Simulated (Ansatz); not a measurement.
# LiF (rocksalt) under strain

LiF in the rocksalt structure, relaxed with r2SCAN in the PAW code Ansatz. The symmetry is Fm-3m (No. 225, cubic); a = 3.990 Å in the conventional setting, 7.94 Å³ an atom. Around Li lie 6 F at 1.99 Å; around F lie 6 Li at 1.99 Å.

The axes x, y and z are those of this cell:
```yaml
crystal:
  lattice:
    - [0.00000, 1.99487, 1.99487]
    - [1.99487, 0.00000, 1.99487]
    - [1.99487, 1.99487, 0.00000]
  atoms:
    - { symbol: Li, position: [0.00000, 0.00000, 0.00000] }
    - { symbol: F, position: [0.50000, 0.50000, 0.50000] }
```

Unstrained: With PBE the valence top lies at Γ–K (0.17 of the way from Γ) and the conduction bottom at Γ, 9.347 eV higher; the smallest vertical gap, at Γ, is 9.348 eV. Least and direct gap differ so little that the kind isn't settled. The r2SCAN gap is direct at Γ: 10.330 eV. The HSE06 gap is indirect, 11.674 eV (Γ–K (0.17 of the way from Γ) to Γ), below the direct gap of 11.675 eV at Γ. Least and direct gap differ so little that the kind isn't settled. Meshes: PBE 10×10×10, r2SCAN 10×10×10, HSE06 8×8×8. Strains are changes of length per length, and xy shears are angles. After each strain the atoms were relaxed again with r2SCAN in this cell and within any symmetry left, so distortions that break it or need a larger cell weren't tested; points keep the names that they have in the unstrained zone. Spin-unpolarised throughout; all numbers are computed.

Changes of the least gap in eV (an overlap counts as a negative gap):
```json
{"strain": "isotropic -4.0 % on every length", "volume change (%)": "-11.5", "space group": "Fm-3m", "PBE": "+1.218", "r2SCAN": "+1.278", "HSE06": "+1.304", "G0W0@PBE (mesh)": "+1.37", "energy rise, r2SCAN (meV/atom)": "31.7"}
{"strain": "xy shear, engineering strain (angle) +4.0 %", "volume change (%)": "0.0", "space group": "Immm", "PBE": "-0.117", "r2SCAN": "-0.119", "HSE06": "-0.117", "G0W0@PBE (mesh)": "-0.13", "energy rise, r2SCAN (meV/atom)": "2.7"}
{"strain": "uniaxial +5.0 % along z", "volume change (%)": "+5.0", "space group": "I4/mmm", "PBE": "-0.504", "r2SCAN": "-0.525", "HSE06": "-0.545", "G0W0@PBE (mesh)": "-0.59", "energy rise, r2SCAN (meV/atom)": "7.0"}
{"strain": "uniaxial +0.5 % along x", "volume change (%)": "+0.5", "space group": "I4/mmm", "PBE": "-0.052", "r2SCAN": "-0.056", "HSE06": "-0.057", "G0W0@PBE (mesh)": "-0.06", "energy rise, r2SCAN (meV/atom)": "0.1"}
{"strain": "epitaxial +2.0 % in the xy plane, free normal strain -1.26 %", "volume change (%)": "+2.7", "space group": "I4/mmm", "PBE": "-0.273", "r2SCAN": "-0.286", "HSE06": "-0.295", "G0W0@PBE (mesh)": "-0.32", "energy rise, r2SCAN (meV/atom)": "2.8"}
```
Unstrained, G0W0@PBE with 66 empty bands, a screening cutoff of 150 eV and a 6×6×6 mesh gives 13.59 eV on its mesh; the band count follows the volume. The G0W0 figures hold for the stated bands, cutoff and mesh and aren't extrapolated.

Isotropic -4.0 % on every length. HSE06: the gap goes from 11.674 to 12.978 eV (+1.304 eV). Stress change with r2SCAN, compression positive: xx +12.30, yy +12.30, zz +12.30 GPa. For HSE06, dE_g/d ln V = -10.6 eV over this step.

Xy shear, engineering strain (angle) +4.0 %. HSE06: the gap goes from 11.674 to 11.557 eV (-0.117 eV); least and direct gap lie within 0.04 eV, so its kind isn't settled. Stress change with r2SCAN, compression positive: xx +0.11, yy +0.11, zz -0.07, xy -2.70 GPa.

Uniaxial +5.0 % along z, other directions held. HSE06: the gap goes from 11.674 to 11.129 eV (-0.545 eV); least and direct gap lie within 0.04 eV, so its kind isn't settled. Stress change with r2SCAN, compression positive: xx -2.09, yy -2.09, zz -5.13 GPa.

Uniaxial +0.5 % along x, other directions held. HSE06: the gap goes from 11.674 to 11.617 eV (-0.057 eV); least and direct gap lie within 0.04 eV, so its kind isn't settled. Stress change with r2SCAN, compression positive: xx -0.67, yy -0.23, zz -0.23 GPa.

Epitaxial +2.0 % in the xy plane, free normal strain -1.26 %. HSE06: the gap goes from 11.674 to 11.379 eV (-0.295 eV); least and direct gap lie within 0.04 eV, so its kind isn't settled. Stress change with r2SCAN, compression positive: xx -2.72, yy -2.72, zz -0.03 GPa.

Where an edge lies off the special points, it is a point of the mesh or the k point where a search put PBE's edge or least direct gap, reused for the other functionals, whose own edges may lie a little apart.

The meshes of the hybrids are coarse, so their gaps aren't converged to the digits shown.
